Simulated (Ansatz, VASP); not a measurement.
**GaO: VASP beside Ansatz**

```
Ga O
1.0
     0.00000    2.43078    2.43078
     2.43078    0.00000    2.43078
     2.43078    2.43078    0.00000
Ga O
1 1
Direct
  0.00000 0.00000 0.00000
  0.75000 0.75000 0.75000
```

Change from the starting cell: species swapped into the CuCl type (F-43m, No. 216).

Alike in both runs: functional PBE; k mesh 6 × 6 × 6; occupations gaussian, width 0.1 eV; no spin polarisation.

Ansatz relaxed the structure, and its values are those at the end. VASP's run is a single point on that final structure, the one shown.

```csv
,VASP,Ansatz
version,VASP 6.6.1,Ansatz 0.2.0
potentials or method,"VASP PAW PBE potentials, release 64 (Ga_d, O)","scalar-relativistic, plane waves, PAW"
plane-wave cutoff (eV),520,420
valence electrons in the cell,19,19
```

VASP gave:

- gap on the k mesh at the Fermi level (eV): none
- pressure (GPa): 0.5

Task: What did Ansatz give for the same quantities?

Result: gap on the k mesh at the Fermi level (eV): none; pressure (GPa): 0.0.

A gap of «none» marks a metal or a gap that the smearing closes. With one functional, cell and mesh, what is left measures potentials, basis and numerics.

Caveats: the k mesh is coarse (spacing up to 0.37 Å⁻¹), so the values aren't converged; an odd number of electrons without spin polarisation forces a metal; a magnetic or distorted state may lie lower.
